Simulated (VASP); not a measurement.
# AlN (Cmc2_1) in VASP: core levels with PBE

Aim: the core levels of AlN with PBE.

All numbers are computed with VASP 6.6.1; they aren't measurements. Logs are shortened: lines on timing, memory, paths and dates and some standing lists are left out, and cuts for length are marked.

## 1. The crystal as given

It takes space group Cmc2_1 (No. 36, orthorhombic). Conventional cell: a = 3.078 Å, b = 5.574 Å, c = 5.243 Å, α = 90.00°, β = 90.00°, γ = 90.00°. Around Al (site symmetry m) lie 4 N at 1.92 to 1.97 Å. Around N (site symmetry m) lie 4 Al at 1.92 to 1.97 Å.

The cell was built by a generator and needn't be a form met in nature.

## 2. Core levels, PBE

The input, INCAR:

```
SYSTEM = AlN
  PREC = Accurate
  ENCUT = 520
  EDIFF = 1E-7
  ISMEAR = 0
  SIGMA = 0.05
  LREAL = .False.
  LASPH = .True.
  NELM = 80
  ALGO = Fast
  ISIF = 2
  LWAVE = .False.
  LCHARG = .False.
  GGA = PE
  ICORELEVEL = 1
```

The input, KPOINTS:

```
Automatic mesh
0
Gamma
  4 4 7
  0 0 0
```

The input, POSCAR:

```
AlN
1.0
    5.5743910000      0.0000000000      0.0000000000
    0.0000000000      5.2429930000      0.0000000000
    0.0000000000      0.0000000000      3.0776290000
Al N
4 4
Direct
    0.3342390000      0.0026574000      0.0000000000
    0.6657610000      0.5026570000      0.0000000000
    0.1657610000      0.5026570000      0.5000000000
    0.8342390000      0.0026574000      0.5000000000
    0.3369620000      0.3788920000      0.0000000000
    0.6630380000      0.8788920000      0.0000000000
    0.1630380000      0.8788920000      0.5000000000
    0.8369620000      0.3788920000      0.5000000000
```

Potentials or basis: VASP PAW PBE potentials, release 64 (Al, N).

Command:

```console
$ cat potpaw_PBE.64/Al/POTCAR potpaw_PBE.64/N/POTCAR > POTCAR
$ mpirun -np 1 vasp_std > vasp.out
```

OUTCAR:

```text
SYSTEM = AlN
   PREC = Accurate
   ENCUT = 520
   EDIFF = 1E-7
   ISMEAR = 0
   LREAL = .False.
   LASPH = .True.
   NELM = 80
   ISIF = 2
   GGA = PE

 ion  position               nearest neighbor table
   1  0.334  0.003  0.000-   7 1.92   7 1.92   6 1.94   5 1.97   3 3.18   3 3.18   3 3.18   3 3.18
                             4 3.18   4 3.18   4 3.18   4 3.18   2 3.21   2 3.21
   2  0.666  0.503  0.000-   8 1.92   8 1.92   5 1.94   6 1.97   4 3.18   4 3.18   4 3.18   4 3.18
                             3 3.18   3 3.18   3 3.18   3 3.18   1 3.21   1 3.21
   3  0.166  0.503  0.500-   5 1.92   5 1.92   8 1.94   7 1.97   1 3.18   1 3.18   1 3.18   1 3.18
                             2 3.18   2 3.18   2 3.18   2 3.18   4 3.21   4 3.21
   4  0.834  0.003  0.500-   6 1.92   6 1.92   7 1.94   8 1.97   2 3.18   2 3.18   2 3.18   2 3.18
                             1 3.18   1 3.18   1 3.18   1 3.18   3 3.21   3 3.21
   5  0.337  0.379  0.000-   3 1.92   3 1.92   2 1.94   1 1.97
   6  0.663  0.879  0.000-   4 1.92   4 1.92   1 1.94   2 1.97
   7  0.163  0.879  0.500-   1 1.92   1 1.92   4 1.94   3 1.97
   8  0.837  0.379  0.500-   2 1.92   2 1.92   3 1.94   4 1.97

  LATTYP: Found a simple orthorhombic cell.
 ALAT       =     3.0776290000
 B/A-ratio  =     1.7035818807
 C/A-ratio  =     1.8112615263

  Lattice vectors:

 A1 = (   0.0000000000,   0.0000000000,  -3.0776290000)
 A2 = (   0.0000000000,   5.2429930000,   0.0000000000)
 A3 = (   5.5743910000,   0.0000000000,   0.0000000000)

Analysis of symmetry for initial positions (statically):
=====================================================================
 Subroutine PRICEL returns following result:

  LATTYP: Found a base centered orthorhombic cell.
 ALAT       =     3.0776290000
 B/A-ratio  =     1.8112615263
 C/A-ratio  =     1.7035818807

  Lattice vectors:

 A1 = (  -2.7871955000,   0.0000000000,   1.5388145000)
 A2 = (   2.7871955000,   0.0000000000,   1.5388145000)
 A3 = (   0.0000000000,   5.2429930000,   0.0000000000)

   2 primitive cells build up your supercell.

 Routine SETGRP: Setting up the symmetry group for a
 simple orthorhombic supercell.

 Subroutine GETGRP returns: Found  4 space group operations
 (whereof  2 operations were pure point group operations)
 out of a pool of  8 trial point group operations.

The static configuration has the point symmetry C_1h.
 The point group associated with its full space group is C_2v.

Analysis of symmetry for dynamics (positions and initial velocities):
[... 141 lines left out ...]
   EMIN   =  10.00;   EMAX   =-10.00  energy-range for DOS
   EFERMI =   0.00;   METHOD = LEGACY
   ISMEAR =     0;   SIGMA  =   0.05  broadening in eV -4-tet -1-fermi 0-gaus
   EFERMI_NEDOS =   21; number of points for ismear=-14 and -15
   IALGO  =     68    algorithm
   IMIX   =      4    mixing-type and parameters
     AMIX     =   0.40;   BMIX     =  1.00
     AMIX_MAG =   1.60;   BMIX_MAG =  1.00
  volume/ion in A,a.u.               =      11.24        75.88
  Fermi-wavevector in a.u.,A,eV,Ry     =   1.160007  2.192095 18.308211  1.345616
  Thomas-Fermi vector in A             =   2.296594
   LORBIT       =      0    0 simple, 1 ext, 2 COOP (PROOUT), +10 PAW based schemes
   GGA     = PE    functional components
   LHFCALC =     F    Hartree Fock is set to
   AEXX    =    0.0000 exact exchange contribution
   IVDW    =     0    specifies the selected vdW correction
   LEPSILON=     F    determine dielectric tensor
   LRPA    =     F    only Hartree local field effects (RPA)
 non-spin polarized calculation
 RMM-DIIS sequential band-by-band and
 Gauss-broadening in eV      SIGMA  =   0.05
  energy-cutoff  :      520.00
  volume of cell :       89.95
 maximum number of plane-waves:      2442
 NGX is ok and might be reduce to    42
   NGX = 21   NGY = 19   NGZ = 11

 number of electron      32.0000004 magnetization

 Free energy of the ion-electron system (eV)
  ---------------------------------------------------
  ext. energy  EPLUGINS =         0.00000000
  ---------------------------------------------------
  free energy    TOTEN  =       -59.26973354 eV

  energy without entropy =      -59.26973354  energy(sigma->0) =      -59.26973354

 the core state eigenenergies are
   1-  1s  -1498.2567  2s    -95.4847  2p    -56.9416
   2-  1s  -1498.2567  2s    -95.4847  2p    -56.9416
   3-  1s  -1498.2567  2s    -95.4847  2p    -56.9416
   4-  1s  -1498.2567  2s    -95.4847  2p    -56.9416
   5-  1s   -368.6047
   6-  1s   -368.6046
   7-  1s   -368.6046
   8-  1s   -368.6047

 E-fermi :   5.7634     XC(G=0): -10.5966

 val. band max:        5.5078463233   @ k =   0.0000   0.0000   0.0000
 cond. band min:       8.9442526097   @ k =   0.0000   0.0000   0.0000
 fundamental gap:      3.4364062864
 Fermi energy:         5.7634185347

 k-point     1 :       0.0000    0.0000    0.0000
  band No.  band energies     occupation
      1      -9.2873      2.00000
      2      -7.5603      2.00000
      3      -7.5080      2.00000
      4      -6.9694      2.00000
      5      -0.3415      2.00000
      6       0.1660      2.00000
[... 261 lines left out ...]
      4      -7.0720      2.00000
      5       0.7243      2.00000
      6       0.7243      2.00000
[... 9 lines left out ...]
     16       4.8133      2.00000
     17      11.5329      0.00000

------------------------ aborting loop because EDIFF is reached ----------------------------------------

  FORCE on cell =-STRESS in cart. coord.  units (eV):
  Direction    XX          YY          ZZ          XY          YZ          ZX
  --------------------------------------------------------------------------------------
  -------------------------------------------------------------------------------------
  Total       -6.6721677     -9.1240754     -0.1198198      0.0000000      0.0000000      0.0000000
  in kB     -118.8459986   -162.5198734     -2.1342541      0.0000000      0.0000000      0.0000000
  external PRESSURE =     -94.5000420 kB  Pullay stress =       0.0000000 kB

 VOLUME and BASIS-vectors are now :
 -----------------------------------------------------------------------------
  energy-cutoff  :      520.00
  volume of cell :       89.95
      direct lattice vectors                 reciprocal lattice vectors
     5.574391000  0.000000000  0.000000000     0.179391794  0.000000000  0.000000000
     0.000000000  5.242993000  0.000000000     0.000000000  0.190730752  0.000000000
     0.000000000  0.000000000  3.077629000     0.000000000  0.000000000  0.324925454

 POSITION                                       TOTAL-FORCE (eV/Angst)
 -----------------------------------------------------------------------------------
      1.86318      0.01393      0.00000         0.000425      0.000763      0.000000
      3.71121      2.63543      0.00000        -0.000425      0.000763      0.000000
      0.92402      2.63543      1.53881        -0.000425      0.000763      0.000000
      4.65037      0.01393      1.53881         0.000425      0.000763      0.000000
      1.87836      1.98653      0.00000         0.000855     -0.000763      0.000000
      3.69603      4.60802      0.00000        -0.000855     -0.000763      0.000000
      0.90884      4.60802      1.53881        -0.000855     -0.000763      0.000000
      4.66555      1.98653      1.53881         0.000855     -0.000763      0.000000
 -----------------------------------------------------------------------------------
    total drift:                                0.000017      0.001986     -0.000001

  FREE ENERGIE OF THE ION-ELECTRON SYSTEM (eV)
  ---------------------------------------------------
  free  energy   TOTEN  =       -59.2697335424 eV

  energy  without entropy=      -59.2697335424  energy(sigma->0) =      -59.26973354
```

OSZICAR:

```text
N       E                     dE             d eps       ncg     rms          rms(c)
DAV:   1     0.129961564412E+03    0.12996E+03   -0.14952E+04  1512   0.136E+03
DAV:   2    -0.571475595539E+02   -0.18711E+03   -0.17851E+03  2165   0.260E+02
DAV:   3    -0.681378783636E+02   -0.10990E+02   -0.10941E+02  1857   0.700E+01
DAV:   4    -0.682724915453E+02   -0.13461E+00   -0.13449E+00  1797   0.868E+00
[... 11 lines left out ...]
RMM:  16    -0.592697350323E+02   -0.39964E-07   -0.99026E-06  1860   0.217E-02    0.103E-02
RMM:  17    -0.592697335914E+02    0.14409E-05   -0.11870E-05  1800   0.201E-02    0.302E-03
RMM:  18    -0.592697332882E+02    0.30315E-06   -0.10955E-06  1699   0.944E-03    0.283E-03
RMM:  19    -0.592697334921E+02   -0.20386E-06   -0.47727E-07  1589   0.393E-03    0.242E-03
RMM:  20    -0.592697335424E+02   -0.50294E-07   -0.74282E-08  1161   0.195E-03
   1 F= -.59269734E+02 E0= -.59269734E+02  d E =-.113395E-14
```

Wall time 74 s (1 thread of Intel Xeon Platinum 8259CL at 2.50GHz (Skylake/Cascade Lake), shared host); peak memory 0.21 GiB.

Results:

```
Free energy            : -59.2697 eV
Pressure               : -9.5 GPa
Band gap on the k mesh : 3.44 eV
```

Levels at points of the mesh, in eV from the valence-band top:
```
           k point  band 12  band 13  band 14  band 15  band 16  band 17  band 18  band 19  band 20  band 21
(0.00, 0.00, 0.00)    -0.49    -0.43    -0.30    -0.25     0.00     3.44     5.47     6.08     6.27     7.70
(0.50, 0.00, 0.00)    -1.08    -0.63    -0.63    -0.19    -0.19     5.58     5.58     7.38     7.40     7.79
(0.00, 0.50, 0.00)    -1.03    -0.59    -0.59    -0.25    -0.25     4.89     4.89     5.85     5.85     9.08
(0.50, 0.50, 0.00)    -1.76    -0.67    -0.67    -0.67    -0.67     6.12     6.12     6.12     6.12     9.11
```

Core levels (eV, on the scale of the bands):
| atom | levels |
| --- | --- |
| 1 Al | 1s -1498.3, 2s -95.5, 2p -56.9 |
| 2 Al | 1s -1498.3, 2s -95.5, 2p -56.9 |
| 3 Al | 1s -1498.3, 2s -95.5, 2p -56.9 |
| 4 Al | 1s -1498.3, 2s -95.5, 2p -56.9 |
| 5 N | 1s -368.6 |
| 6 N | 1s -368.6 |

Expect the measured gap to be larger: semilocal functionals such as PBE lack the derivative discontinuity.
